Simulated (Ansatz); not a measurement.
A Ca vacancy and an O vacancy, 7.15 Å apart on the ideal sites in rocksalt CaO, 62 atoms, charge 0

All numbers come from Ansatz (PAW, plane waves, no spin–orbit coupling) at the single k point (¼, ¼, ¼) without its symmetry partners. The atoms were relaxed with PBEsol in a fixed cell; other functionals are single points on those atoms unless said otherwise. The valence top and gap of the host come from its small cell on a dense mesh, with the band extrema sought between the mesh points, lined up by the mean potential, PBEsol gap 3.54 eV, HSE06 gap 5.31 eV, r²SCAN gap 4.19 eV.

Cell: a = 9.535 Å, b = 9.535 Å, c = 9.535 Å, α = 90.00°, β = 90.00°, γ = 90.00°.

Nearest atoms after relaxation, from the placed atom (for vacancies from the middle of the vacant sites): O at 1.19 Å, Ca at 1.20 Å, Ca at 2.64 Å, Ca at 2.64 Å, O at 2.65 Å, O at 2.65 Å, Ca at 2.66 Å, O at 2.66 Å.

Chemical potentials μ are those of reference phases of the elements at zero temperature by the same functional (the usual solids, diamond for C, grey Sn, and the molecules H2, N2, O2, F2, Cl2, Br2 and S8).

```csv
functional,E(defect) − E(host) − Σ nμ + q·E_VBM (eV),monopole (eV),alignment (eV),formation energy at E_F = VBM (eV),moment (μB),"wall time, shared host"
PBEsol,10.91,0.00,0.00,10.91,0 (no spin),4.6 s on NVIDIA GB200 (relaxation)
HSE06,11.06,0.00,0.00,11.06,0 (no spin),14 s on NVIDIA GB200
r²SCAN,11.66,0.00,0.00,11.66,0 (no spin),4.2 s on NVIDIA GB200
```

HSE06 one-electron levels near the gap (the ten most localised at most), from the host's valence top:

| level (eV) | spin | filling | atoms sharing it | element of the atom with most weight |
| --- | --- | --- | --- | --- |
| 0.11 | both | 2.00 | 6.8 | O |
| 0.16 | both | 2.00 | 5.8 | O |
| 3.10 | both | 0.00 | 9.5 | Ca |

r²SCAN one-electron levels near the gap (the ten most localised at most), from the host's valence top:

```
level (eV)  spin  filling  atoms sharing it  element of the atom with most weight
     -0.29  both     2.00              10.1                                     O
      0.11  both     2.00               6.7                                     O
      0.17  both     2.00               5.7                                     O
      2.12  both     0.00               9.6                                    Ca
```

All elements are taken at their own reference at once; growth conditions in equilibrium with the host shift these energies, by up to the host's formation enthalpy.

One k point and a cell of this size can leave errors of several tenths of an eV in such numbers.
